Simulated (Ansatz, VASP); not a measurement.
# One calculation of Ti, two programs

```
Ti
1.0
     2.84883    0.00000    0.00000
    -1.42441    2.46716    0.00000
     0.00000    0.00000    4.51492
Ti
2
Direct
  0.33333 0.66667 0.25000
  0.66667 0.33333 0.75000
```

Alike in both runs: functional LDA; k mesh 18 × 18 × 10; occupations fermi-dirac, width 0.08 eV; no spin polarisation.

Ansatz relaxed the structure, and its values are those at the end. VASP's run is a single point on that final structure, the one shown.

```csv
,VASP,Ansatz
version,VASP 6.6.1,Ansatz 0.2.0
potentials or method,"VASP PAW LDA potentials, release 64 (Ti_sv)","PAW with Ansatz's default frozen-core files, scalar-relativistic"
plane-wave cutoff (eV),520,420
valence electrons in the cell,24,24
```

Ansatz gave:

| Quantity | Value |
| --- | --- |
| pressure (GPa) | 2.0 |

Problem. Estimate VASP's values.

Solution. Pressure (GPa): 1.8.
